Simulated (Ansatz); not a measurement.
Carriers in NaH (Fm-3m)

```xyz
2
Lattice="0.0000 2.3957 2.3957 2.3957 0.0000 2.3957 2.3957 2.3957 0.0000" Properties=species:S:1:pos:R:3 pbc="T T T"
Na    0.0000    0.0000    0.0000
H     2.3957    2.3957    2.3957
```

Computed, not measured; unless marked otherwise by PBEsol, all-electron LAPW in Ansatz 0.2.0, scalar-relativistic. k mesh 8×8×8, fixed occupations, basis error target 1 meV/atom. The cell was relaxed by PAW under this functional, which moved its volume by -5 % from the database entry's.

Extrema are searched on a 14×14×14 mesh and refined by Newton steps; masses come from band slopes 0.005 Å⁻¹ away, 1/m* = (1/ħ²) d²E/dk², negative for holes (the finite step makes the lightest masses up to about 3 % heavy). k is in units of the reciprocal vectors.

Question: Where are the band edges, and is the gap direct?

Answer: The valence maximum lies at W (0.250, -0.500, -0.250) and the conduction minimum at L (0.000, 0.000, -0.500), so the Kohn-Sham gap of 3.607 eV is indirect; the least direct gap on the mesh is 4.518 eV.

Question: What are the electron masses at the edge?

Answer: The principal masses are 0.223, 0.998, 0.998 mₑ. One valley has a density-of-states mass (m₁m₂m₃)^(1/3) = 0.605; 4 valleys give N^(2/3) times that, 1.53; the direction-averaged conductivity mass 3/Σ(1/mᵢ) is 0.462 mₑ.

Question: What are the hole masses at the edge?

Answer: The principal masses are 1.08, 1.08, 3.37 mₑ. One valley has a density-of-states mass (m₁m₂m₃)^(1/3) = 1.58; 6 valleys give N^(2/3) times that, 5.2; the direction-averaged conductivity mass 3/Σ(1/mᵢ) is 1.39 mₑ.

Question: Along the Cartesian direction 11-2 the conduction slope is 0.1563 eV·Å one step out. What is it four steps out, and what does that say?

Answer: 0.624 eV·Å, 3.993 times the first; a parabola would give 4, so the band is nearly parabolic here.

Question: What electronic dielectric constant and refractive index follow from the same bands (independent particles)?

Answer: ε∞ = (3.32, 3.32, 3.32), so n ≈ √ε∞ = 1.82 (mean over directions) well under the gap and the normal reflectivity is ((n − 1)/(n + 1))² = 0.085. Local fields, left out here, lower ε∞ by several per cent.

Question: What gap does PAW give in the same cell?

Answer: 3.607 eV, 0 meV from the LAPW value.

Question: Cells strained by ±0.5 % (all lengths, zz alone, equal engineering shears γ in yz, zx, xy; ions relaxed) give deformation potentials. How do the edge levels move, in eV per unit strain against the centre of the top valence set?

Answer: 

```json
{"point": "Gamma", "k": "0.00 0.00 0.00", "side": "valence", "bands": "1", "level (eV)": "-3.786", "d/dlnV": "2.89", "d/dε_zz": "3.33", "d/dγ": "0.00*", "split/ε_zz": "–", "split/γ": "–"}
{"point": "Gamma", "k": "0.00 0.00 0.00", "side": "conduction", "bands": "1", "level (eV)": "10.646", "d/dlnV": "-8.96", "d/dε_zz": "-8.52", "d/dγ": "-0.01*", "split/ε_zz": "–", "split/γ": "–"}
{"point": "L", "k": "0.00 -0.50 0.00", "side": "valence", "bands": "1", "level (eV)": "-0.911", "d/dlnV": "0.51", "d/dε_zz": "0.95", "d/dγ": "2.25", "split/ε_zz": "–", "split/γ": "–"}
{"point": "L", "k": "0.00 -0.50 0.00", "side": "conduction", "bands": "1", "level (eV)": "3.607", "d/dlnV": "-1.55", "d/dε_zz": "-1.11", "d/dγ": "2.98", "split/ε_zz": "–", "split/γ": "–"}
{"point": "L", "k": "-0.50 -0.50 -0.50", "side": "valence", "bands": "1", "level (eV)": "-0.911", "d/dlnV": "0.51", "d/dε_zz": "0.95", "d/dγ": "-6.76", "split/ε_zz": "–", "split/γ": "–"}
{"point": "L", "k": "-0.50 -0.50 -0.50", "side": "conduction", "bands": "1", "level (eV)": "3.607", "d/dlnV": "-1.55", "d/dε_zz": "-1.11", "d/dγ": "-8.95", "split/ε_zz": "–", "split/γ": "–"}
{"point": "W", "k": "-0.25 -0.50 -0.75", "side": "valence", "bands": "1", "level (eV)": "0.000", "d/dlnV": "0.00", "d/dε_zz": "0.00", "d/dγ": "0.00", "split/ε_zz": "–", "split/γ": "–"}
{"point": "W", "k": "-0.25 -0.50 -0.75", "side": "conduction", "bands": "2", "level (eV)": "5.868", "d/dlnV": "-2.53", "d/dε_zz": "-3.12", "d/dγ": "0.00", "split/ε_zz": "11.68", "split/γ": "0.16"}
{"point": "W", "k": "-0.25 -0.75 -0.50", "side": "valence", "bands": "1", "level (eV)": "0.000", "d/dlnV": "0.00", "d/dε_zz": "1.32", "d/dγ": "0.00", "split/ε_zz": "–", "split/γ": "–"}
{"point": "W", "k": "-0.25 -0.75 -0.50", "side": "conduction", "bands": "2", "level (eV)": "5.868", "d/dlnV": "-2.53", "d/dε_zz": "-0.04", "d/dγ": "0.00", "split/ε_zz": "0.00", "split/γ": "0.16"}
{"point": "X", "k": "-0.50 0.00 -0.50", "side": "valence", "bands": "1", "level (eV)": "-0.187", "d/dlnV": "0.25", "d/dε_zz": "2.41", "d/dγ": "0.00*", "split/ε_zz": "–", "split/γ": "–"}
{"point": "X", "k": "-0.50 0.00 -0.50", "side": "conduction", "bands": "1", "level (eV)": "4.459", "d/dlnV": "-1.91", "d/dε_zz": "2.52", "d/dγ": "0.00*", "split/ε_zz": "–", "split/γ": "–"}
{"point": "X", "k": "-0.50 -0.50 0.00", "side": "valence", "bands": "1", "level (eV)": "-0.187", "d/dlnV": "0.25", "d/dε_zz": "-2.77", "d/dγ": "0.00*", "split/ε_zz": "–", "split/γ": "–"}
{"point": "X", "k": "-0.50 -0.50 0.00", "side": "conduction", "bands": "1", "level (eV)": "4.459", "d/dlnV": "-1.91", "d/dε_zz": "-9.45", "d/dγ": "0.00*", "split/ε_zz": "–", "split/γ": "–"}
```

Sets with another level within 0.15 eV are left out, since it mixes in under strain; the reference set stays in any case. Entries marked * vanish by symmetry to first order; what they show is the residue of the finite step. These cells use a basis error target of 0.5 meV/atom.

Known limits: semilocal gaps are low, and what follows the gap (onsets, screening, light masses) shifts with it; the frozen-core PAW files of the compared runs were fitted under PBE, their cores solved anew for this functional.
